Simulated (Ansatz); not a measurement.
# SiC: the cost of one run

Program: Ansatz 0.2.0. Level of theory: DFT PBEsol, scalar-relativistic. These are calculated values, not measurements.

### Step 1. Starting point

Symmetry: P6_3mc, No. 186, hexagonal system. The conventional cell has a = 3.076 Å, b = 3.076 Å, c = 5.048 Å, α = 90.00°, β = 90.00°, γ = 120.00°. Si (site symmetry 3m) has 4 C at 1.87 to 1.94 Å as nearest neighbours. Around C (site symmetry 3m) lie 4 Si at 1.87 to 1.94 Å.

Coordinates:

```cif
data_structure
_symmetry_space_group_name_H-M 'P 1'
_symmetry_Int_Tables_number 1
_cell_length_a 3.0760
_cell_length_b 3.0760
_cell_length_c 5.0480
_cell_angle_alpha 90.000
_cell_angle_beta 90.000
_cell_angle_gamma 120.000
_cell_volume 41.36
loop_
_atom_site_label
_atom_site_type_symbol
_atom_site_fract_x
_atom_site_fract_y
_atom_site_fract_z
_atom_site_occupancy
Si1 Si 0.33333 0.66667 0.00000 1
Si2 Si 0.66667 0.33333 0.50000 1
C1 C 0.33333 0.66667 0.38500 1
C2 C 0.66667 0.33333 0.88500 1
```

Atoms are numbered in the order of the input: Si1, Si2, C3, C4.

### Step 2. After the deformation

Space group P6_3mc before, P6_3mc after.

### Step 3. Full-potential LAPW

Input file input.yaml:

```yaml
crystal:
  lattice:
    - [3.1375181705, 0.0, 0.0]
    - [-1.5687590853, 2.7171704406, 0.0]
    - [0.0, 0.0, 5.048]
  atoms:
    - { symbol: Si, position: [0.3333333333, 0.6666666667, 0.0] }
    - { symbol: Si, position: [0.6666666667, 0.3333333333, 0.5] }
    - { symbol: C, position: [0.3333333333, 0.6666666667, 0.385] }
    - { symbol: C, position: [0.6666666667, 0.3333333333, 0.885] }
kpoints:
  mp_grid: { grid: [15, 15, 8] }
  band_path:
    path:
      - [0.0, 0.0, 0.0]
      - [0.5, 0.0, 0.0]
      - [0.3333333333, 0.3333333333, 0.0]
      - [0.0, 0.0, 0.0]
      - [0.0, 0.0, 0.5]
      - [0.5, 0.0, 0.5]
      - [0.3333333333, 0.3333333333, 0.5]
      - [0.0, 0.0, 0.5]
      - [0.5, 0.0, 0.5]
    npoints: 5
scf:
  occupations: { method: fermi_dirac, width: 0.08 }
hamiltonian:
  xc: pbesol
  pseudopotentials: { kind: all_electron, lapw: { basis_error: 0.001 } }
output:
  forces: true
  stress: true
  eigenvalues: true
```

The run is started by

```console
$ ansatz run input.yaml --threads 1 --pin off --max-ram 6144MiB --backend cpu --events-out ev --progress --plain --runs-dir out
```

What time and memory should one allow on 1 thread of Arm Neoverse V2, shared host?

About 89 s, with a peak of 0.54 GiB.
